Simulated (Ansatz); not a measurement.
# Hf3Si2: the cost of one run

Program: Ansatz 0.2.0. Level of theory: DFT PBEsol, scalar-relativistic, plane waves, PAW. These are calculated values, not measurements.

1 further run of the same task is left out (set aside as unsound or not needed). Runs told in other sessions of the task aren't counted.

## (1) The starting structure

It takes space group P4/mbm (No. 127, tetragonal). Conventional cell: a = 6.976 Å, b = 6.976 Å, c = 3.607 Å, α = 90.00°, β = 90.00°, γ = 90.00°. Hf (site symmetry m2m) has 6 Si at 2.69 to 2.77 Å in its first shell of neighbours. Around Hf (site symmetry 4/m) lie 4 Si at 2.76 Å and 8 Hf at 3.15 Å. Around Si (site symmetry m2m) lie 1 Si at 2.44 Å and 8 Hf at 2.69 to 2.77 Å.

As a file:

```
Hf Si
1.0
     6.97646    0.00000    0.00000
     0.00000    6.97646    0.00000
     0.00000    0.00000    3.60703
Hf Si
6 4
Direct
  0.67386 0.82614 0.50000
  0.82614 0.32614 0.50000
  0.32614 0.17386 0.50000
  0.17386 0.67386 0.50000
  0.50000 0.50000 0.00000
  0.00000 0.00000 0.00000
  0.62381 0.12381 0.00000
  0.87619 0.62381 0.00000
  0.12381 0.37619 0.00000
  0.37619 0.87619 0.00000
```

It goes back to an entry of the Materials Project, which need not be the stable form.

It is the result of an earlier relaxation at this level (volume 17.56 Å³/atom; gap on the mesh: none (metal)).

## (2) Electronic structure at the relaxed geometry

The input, input.yaml:

```yaml
crystal:
  lattice:
    - [6.9764609887, 0.0, 0.0]
    - [0.0, 6.9764609887, 0.0]
    - [0.0, 0.0, 3.6070281186]
  atoms:
    - { symbol: Hf, position: [0.6738642686, 0.8261357314, 0.5] }
    - { symbol: Hf, position: [0.8261357314, 0.3261357314, 0.5] }
    - { symbol: Hf, position: [0.3261357314, 0.1738642686, 0.5] }
    - { symbol: Hf, position: [0.1738642686, 0.6738642686, 0.5] }
    - { symbol: Hf, position: [0.5, 0.5, 0.0] }
    - { symbol: Hf, position: [0.0, 0.0, 0.0] }
    - { symbol: Si, position: [0.6238117757, 0.1238117757, 0.0] }
    - { symbol: Si, position: [0.8761882243, 0.6238117757, 0.0] }
    - { symbol: Si, position: [0.1238117757, 0.3761882243, 0.0] }
    - { symbol: Si, position: [0.3761882243, 0.8761882243, 0.0] }
basis:
  ecutwfc: 420
kpoints:
  mp_grid: { grid: [6, 6, 10] }
  band_path:
    path:
      - [[0.0, 0.0, 0.0], [0.0, 0.5, 0.0], [0.5, 0.5, 0.0], [0.0, 0.0, 0.0], [0.0, 0.0, 0.5], [0.0, 0.5, 0.5], [0.5, 0.5, 0.5], [0.0, 0.0, 0.5]]
      - [[0.0, 0.5, 0.0], [0.0, 0.5, 0.5]]
      - [[0.5, 0.5, 0.0], [0.5, 0.5, 0.5]]
    npoints: 14
hamiltonian:
  xc: pbesol
scf:
  occupations: { method: gaussian, width: 0.1 }
  n_extra_bands: 25
output:
  forces: true
  stress: true
  eigenvalues: true
  populations: true
  dos: { projected: true, de: 0.02, nscf_kmesh: { grid: [9, 9, 15] } }
  bader: true
```

Started as:

```bash
> ansatz run input.yaml --threads 2 --pin off --max-ram 5120MiB --backend cpu --events-out ev --progress --plain --runs-dir out
```

What time and memory should one allow on 2 threads of Arm Neoverse V2, shared host?

About 3.2 min, with a peak of 1.6 GiB.
